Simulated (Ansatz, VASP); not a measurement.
# Cross-check of C between VASP and Ansatz, part 3 of 3

Wanted: the spread between two codes on one cell, functional and k mesh. The cell is taken from a series of VASP runs on this material, whose earlier steps may have relaxed, scaled or displaced it; both programs get it as it stands.

VASP 6.6.1 and Ansatz 0.2.0.

So far: The structure; Ansatz: zone-centre phonons, LDA; VASP: zone-centre phonons, LDA; Differences.

### 5. Ansatz: relaxation of cell and atoms, PBE

Level of this step: Ansatz beside VASP: Kohn-Sham DFT, plane waves, PBE (Ansatz).

The relaxed volume is the usual yardstick between codes: its relative difference is about their pressure difference at one cell divided by the bulk modulus. The cell compared in this pair holds 11.39 Å³, against 11.05 Å³ for the pair before.

The cell is taken from a series of VASP runs on this material, whose earlier steps may have relaxed, scaled or displaced it; both programs get it as it stands.

Contents of input.yaml:

```yaml
crystal:
  lattice:
    - [0.0, 1.785811, 1.785811]
    - [1.785811, 0.0, 1.785811]
    - [1.785811, 1.785811, 0.0]
  atoms:
    - { symbol: C, position: [0.0, 0.0, 0.0] }
    - { symbol: C, position: [0.25, 0.25, 0.25] }
hamiltonian:
  xc: pbe
  pseudopotentials: { kind: paw }
kpoints:
  mp_grid: { grid: [14, 14, 14] }
scf:
  occupations: { method: gaussian, width: 0.03 }
relax:
  f_tol: 0.01
  max_steps: 60
  cell: { stress_tol: 0.05 }
output:
  forces: true
  stress: true
  write_density: true
  write_potential: true
  elf: true
  volumetric_format: npy
```

Started as:

```
$ ansatz run input.yaml --threads 4 --pin off --max-ram 9216MiB --backend cpu --events-out ev --progress --plain --runs-dir out
```

Numbers of over 12 decimals in the logs are rounded to 6 here.

Log:

```text
[...]
Crystal: 2 atoms, lattice volume = 11.390 Å³
Basis set: ecut = 420 eV, 229 PW (Γ), exchange–correlation on 36×36×36 points (8 copies of the dense FFT grid, shifted against one another)
Bands: 8, of which v1, the nominal top of the filled ones, is band 4 counted from 1 (3 counted from 0)
Symmetry: 48 space group operations
[...]
k-points: 104 of 2744
[...]
--- Relaxed structure (1 steps of the walk, 1 accepted, 1 SCFs on fresh bases) ---
  F+E_penalty+E_count = -501.61578210 eV   max|allowed force component| = 3.701e-17 eV/Å   (the final SCF, on the basis selected at the relaxed cell)
  cell:  # Å, volume = 11.3903 Å³
    - [0.0, 1.785811, 1.785811]
    - [1.785811, 0.0, 1.785811]
    - [1.785811, 1.785811, 0.0]
  atoms:
    - { symbol: C, position: [0.0, 0.0, 0.0] }
    - { symbol: C, position: [0.25, 0.25, 0.25] }
[key lines of the parts left out:]
SCF converged after 7 iterations
Free energy (F): -501.615782 eV
Fermi energy:    15.306412 eV
P = ⅓ Tr σ = -0.0116 GPa (-0.116 kbar)
```

Elapsed: 0.6 s, on 4 threads of AMD EPYC 7R43, shared host; peak memory 0.4 GiB; 1.6 s of CPU time.

### 6. VASP: relaxation of cell and atoms, PBE

The same cell, functional, mesh and smearing now go to VASP, with its own data sets and cutoff.

Contents of INCAR:

```
SYSTEM = C
PREC = Accurate
ENCUT = 520
EDIFF = 1E-07
NELM = 100
ISMEAR = 0
SIGMA = 0.03
LREAL = .FALSE.
ALGO = Normal
GGA = PE
NBANDS = 10
LORBIT = 11
LWAVE = .FALSE.
LCHARG = .FALSE.
KPAR = 2
IBRION = 2
NSW = 50
ISIF = 3
EDIFFG = -0.002
```

Contents of POSCAR:

```
C
1.0
    0.0000000000      1.7858110000      1.7858110000
    1.7858110000      0.0000000000      1.7858110000
    1.7858110000      1.7858110000      0.0000000000
C
2
Direct
    0.0000000000      0.0000000000      0.0000000000
    0.2500000000      0.2500000000      0.2500000000
```

Contents of KPOINTS:

```
Automatic mesh
0
Gamma
14 14 14
0 0 0
```

PAW data sets: C (PBE family, release 64).

Started as:

```
$ mpirun -np 2 vasp_std
```

Log:

```text
[banner, memory and clock lines left out]
running    2 mpi-ranks, on    1 nodes
[...]
LDA part: xc-table for (Slater+PW92), standard interpolation
 POSCAR, INCAR and KPOINTS ok, starting setup
[...]
entering main loop
       N       E                     dE             d eps       ncg     rms          rms(c)
DAV:   1    -0.396866740201E+00   -0.39687E+00   -0.48968E+03  2170   0.791E+02
DAV:   2    -0.185041016206E+02   -0.18107E+02   -0.17516E+02  2774   0.122E+02
DAV:   3    -0.188160586774E+02   -0.31196E+00   -0.31137E+00  2448   0.132E+01
DAV:   4    -0.188166717263E+02   -0.61305E-03   -0.61299E-03  2280   0.689E-01
[...]
DAV:   9    -0.181857378211E+02   -0.35387E-04   -0.65538E-05  2552   0.691E-02    0.238E-02
DAV:  10    -0.181857577552E+02   -0.19934E-04   -0.15757E-05  2178   0.381E-02    0.508E-03
DAV:  11    -0.181857577982E+02   -0.43003E-07   -0.20647E-07  2658   0.445E-03
   1 F= -.18185758E+02 E0= -.18185758E+02  d E =-.181858E+02
[...]
N       E                     dE             d eps       ncg     rms          rms(c)
DAV:   1    -0.181857906499E+02   -0.32895E-04   -0.31096E-03  2230   0.489E-01    0.505E-02
DAV:   2    -0.181857550763E+02    0.35574E-04   -0.36731E-05  2244   0.518E-02    0.283E-02
DAV:   3    -0.181857391840E+02    0.15892E-04   -0.23737E-05  2214   0.356E-02    0.406E-03
DAV:   4    -0.181857390970E+02    0.86980E-07   -0.30320E-07  2204   0.521E-03
   2 F= -.18185739E+02 E0= -.18185739E+02  d E =0.187012E-04
 trial-energy change:    0.000019  1 .order    0.000018   -0.000156    0.000192
 step:   0.4456(harm=  0.4479)  dis= 0.00000  next Energy=   -18.185793 (dE=-0.347E-04)
[...]
N       E                     dE             d eps       ncg     rms          rms(c)
DAV:   1    -0.181858066016E+02   -0.67418E-04   -0.94982E-04  2242   0.270E-01    0.279E-02
DAV:   2    -0.181857961019E+02    0.10500E-04   -0.11244E-05  2242   0.286E-02    0.157E-02
DAV:   3    -0.181857921115E+02    0.39905E-05   -0.72240E-06  2220   0.197E-02    0.221E-03
DAV:   4    -0.181857921454E+02   -0.33924E-07   -0.91561E-08  1808   0.287E-03
   3 F= -.18185792E+02 E0= -.18185792E+02  d E =-.343472E-04
[...]
reached required accuracy - stopping structural energy minimisation
```

Parts of OUTCAR (step 6):

```text
  Total        0.0006274      0.0006274      0.0006274      0.0000000      0.0000000      0.0000000
  in kB        0.0881214      0.0881214      0.0881214      0.0000000      0.0000000      0.0000000
  external PRESSURE =       0.0881214 kB  Pullay stress =       0.0000000 kB

 POSITION                                       TOTAL-FORCE (eV/Angst)
 -----------------------------------------------------------------------------------
      0.00000      0.00000      0.00000         0.000000      0.000000      0.000000
      0.89335      0.89335      0.89335        -0.000000     -0.000000     -0.000000
 -----------------------------------------------------------------------------------
    total drift:                                0.000000      0.000000      0.000000

  FREE ENERGIE OF THE ION-ELECTRON SYSTEM (eV)
  ---------------------------------------------------
  free  energy   TOTEN  =       -18.1857921454 eV

  energy  without entropy=      -18.1857921454  energy(sigma->0) =      -18.18579215

 reached required accuracy - stopping structural energy minimisation

[... 1 part as in an earlier step ...]

[... 2 further parts left out ...]
[key lines of the parts left out:]
E-fermi :   9.9135
```

### 7. Differences

What differs besides the data sets and the points named for the pairs above, as far as they apply: both relaxations stop at a tolerance, which leaves soft axes loose, and VASP keeps its plane-wave basis; VASP leaves aspherical gradient terms in its spheres out (LASPH is not set), Ansatz keeps them; Ansatz adds a Pulay correction to the stress that steers its cell, VASP none. Total energies have different zeros and are not compared.

Compared:

```csv
quantity,Ansatz,VASP,difference
volume (Å³),11.39,11.41,-0.15 %
"edge a after relaxation, in the typed setting (Å)",2.526,2.527,-0.05 %
```

The walks stopped with -0.01 GPa left in Ansatz and 0.01 GPa in VASP; each walk ends within a tolerance, so the volume difference is uncertain by about these residues over the bulk modulus, most in soft cells.

### 8. Summary of results

| Quantity | Value |
| --- | --- |
| r.m.s. difference of the optical zone-centre modes, each program's sorted by frequency (zone-centre phonons, LDA) | 2.7 cm⁻¹ |
| difference in volume (relaxation of cell and atoms, PBE) | -0.15 % |

**Reading.** The difference in volume is -0.15 % (relaxation of cell and atoms, PBE), within the 1.2 % picked in this series as the mark of a large difference, as far as the stopping tolerances let one tell. How closely two codes agree says nothing of how well the functional describes the real material.

[Lines on the potential files, build, host, timing and source positions are cut from VASP's logs without a mark.]

[Logs are printed without paths, hosts, clocks, repeated set-up lines and the standing remarks that a program may print on its own settings, such as how far it seeks lower states.]

[Hosts, paths, dates, database ids (printed as entryN), source tags and the programs' standing remarks are cut or masked in the printed files.]
